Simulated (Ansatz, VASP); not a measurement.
**CuI: VASP beside Ansatz**

```xyz
4
Lattice="4.0070 0.0000 0.0000 0.0000 4.0070 0.0000 0.0000 0.0000 6.4740" Properties=species:S:1:pos:R:3 pbc="T T T"
Cu    0.0000    0.0000    0.0000
Cu    2.0035    2.0035    0.0000
I     0.0000    2.0035    1.6919
I     2.0035    0.0000    4.7821
```

Alike in both runs: functional PBEsol; k mesh 6 × 6 × 4; no spin polarisation.

Ansatz relaxed the structure, and its values are those at the end. VASP's run is a single point on that final structure, the one shown.

|  | VASP | Ansatz |
| --- | --- | --- |
| version | VASP 6.6.1 | Ansatz 0.2.0 |
| potentials or method | VASP PAW PBE potentials, release 64 (Cu, I) | plane waves, PAW |
| plane-wave cutoff (eV) | 520 | 420 |
| occupations | gaussian, width 0.01 eV | fixed |
| valence electrons in the cell | 36 | 72 |

|  | VASP | Ansatz | Ansatz less VASP |
| --- | --- | --- | --- |
| pressure (GPa) | 0.1 | 0.0 | -0.16 |
| rms of the force components (eV/Å) | 0.009 | 0.000 | -0.0093 |

The two sets of potentials don't hold the same shells in valence.

Caveats: the PAW data sets were made with another functional, which shifts forces and pressure a little (VASP); spin-orbit coupling is left out, which moves the levels of the heavy elements; this functional lacks dispersion, which binds the layers, so the pressure and a relaxed spacing across them are unreliable. PBEsol gaps usually lie below the measured ones, often by a third to a half.
